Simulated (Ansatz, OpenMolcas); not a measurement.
# Worked example: the enthalpy of formation of C3H8S (SMILES CCCS)

C3H8S: 12 atoms, total charge 0, spin state singlet. As SMILES, `CCCS`. Geometry: relaxed at PBE0-D4/def2-TZVP. This is one conformer, not always the lowest.

Total energies at HF/3-21G (OpenMolcas 26.06); the atoms run unrestricted:

```
species    state  energy (Eh)
  C3H8S  singlet  -513.163159
      C  triplet   -37.481070
      S  triplet  -395.551336
      H  doublet    -0.496199
```

Harmonic wavenumbers at PBE/def2-SVP, in cm⁻¹: 130, 213, 246, 304, 408, 640, 703, 795, 875, 908, 1017, 1066, 1072, 1193, 1226, 1270, 1314, 1347, 1388, 1401, 1419, 1431, 2613, 2959, 2965, 2987, 3013, 3049, 3052, 3063.

Measured heats of formation of the gaseous atoms at 298.15 K, in kJ/mol: C 716.9, S 277.0, H 218.0. Spin-orbit lowering of the atoms at 298 K (mean of the ground term's levels less their thermal mean, from spectra), in kJ/mol: C 0.02, S 1.88. Take 1 Eh = 2625.50 kJ/mol, 1 cm⁻¹ = 0.0119627 kJ/mol, RT = 2.479 kJ/mol.

Question: Work out the heat of formation of the gas at 298 K.

Answer: 
1. Electronic atomisation energy: 3 × (-37.481070) + (-395.551336) + 8 × (-0.496199) − (-513.163159) = 1.199021 Eh = 3148.0 kJ/mol.
2. Zero-point energy: half the sum of the wavenumbers, 22033.5 cm⁻¹ = 263.6 kJ/mol.
3. Thermal vibrational enthalpy, Σ hcν̃/(exp(hcν̃/kT) − 1): 8.0 kJ/mol. Translation, rotation and pV of a non-linear molecule: 4 RT = 9.9 kJ/mol.
4. The 12 free atoms carry 5/2 RT each: 74.4 kJ/mol.
5. Spin-orbit coupling lowers the free atoms by 3 × 0.02 + 1.88 = 1.9 kJ/mol.
6. Atomisation enthalpy at 298 K: 3148.0 − 1.9 − 263.6 − 8.0 − 9.9 + 74.4 = 2939.0 kJ/mol.
7. Sum of the atoms' heats of formation: 4171.7 kJ/mol. Heat of formation: 4171.7 − 2939.0 = +1232.7 kJ/mol.

The tabulated value is -67.8 kJ/mol (CRC Handbook of Chemistry and Physics), so this level is off by +1300.5 kJ/mol, or 30.7 % of the atomisation enthalpy. Hartree–Fock leaves out correlation, which is larger in the molecule than in the atoms, so it underbinds and puts the heat of formation too high. A basis without polarisation functions underbinds badly. Anharmonicity and any spin-orbit splitting of the molecule are left out.
